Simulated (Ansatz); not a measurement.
**BP: a single-point run**

Wanted: a converged single-point run for BP, and a check of what comes out. The structure is shown as the input types it.

Program: Ansatz 0.2.0. Level of theory: density functional or hybrid calculation with the settings of its input, plane waves (as first typed). These are calculated values, not measurements.

1 further run of the same task is left out (it didn't finish).

### Step 1. The starting structure

Symmetry: F-43m, No. 216, cubic system. Conventional cell: a = 4.537 Å, b = 4.537 Å, c = 4.537 Å, α = 90.00°, β = 90.00°, γ = 90.00°. Around B (site symmetry -43m) lie 4 P at 1.96 Å. Around P (site symmetry -43m) lie 4 B at 1.96 Å.

Coordinates:

```cif
data_structure
_symmetry_space_group_name_H-M 'P 1'
_symmetry_Int_Tables_number 1
_cell_length_a 3.2079
_cell_length_b 3.2079
_cell_length_c 3.2079
_cell_angle_alpha 60.000
_cell_angle_beta 60.000
_cell_angle_gamma 60.000
_cell_volume 23.34
loop_
_atom_site_label
_atom_site_type_symbol
_atom_site_fract_x
_atom_site_fract_y
_atom_site_fract_z
_atom_site_occupancy
B1 B 0.00000 0.00000 0.00000 1
P1 P 0.25000 0.25000 0.25000 1
```

### Step 2. The run

Contents of input.yaml:

```yaml
crystal:
  lattice:
    - [0.0, 2.2683155501, 2.2683155501]
    - [2.2683155501, 0.0, 2.2683155501]
    - [2.2683155501, 2.2683155501, 0.0]
  atoms:
    - { symbol: B, position: [0.0, 0.0, 0.0] }
    - { symbol: P, position: [0.25, 0.25, 0.25] }
kpoints:
  mp_grid: { grid: [6, 6, 6] }
hamiltonian:
  xc: pbe
scf:
  occupations: { method: fixed }
  n_extra_bands: 4
  max_iter: 100
output:
  forces: true
  stress: true
  eigenvalues: true
basis:
  ecutwfc: 160
```

Command:

```bash
ansatz run input.yaml --threads 4 --pin off --max-ram 3686MiB --backend cpu --events-out ev --progress --plain --runs-dir out
```

**Question.** How will this run end, and is anything wrong with its input?

The run converged and reported no error, with warnings (cutoff below recommended). Its log warns: «basis.ecutwfc = 160 eV is below the records' recommended 420 eV ...»

Look at the input: basis.ecutwfc is 160. The cutoff lies far under what these potentials need. The potentials' recommended cutoff is 420 eV.

To check: delete basis.ecutwfc (the default then holds).
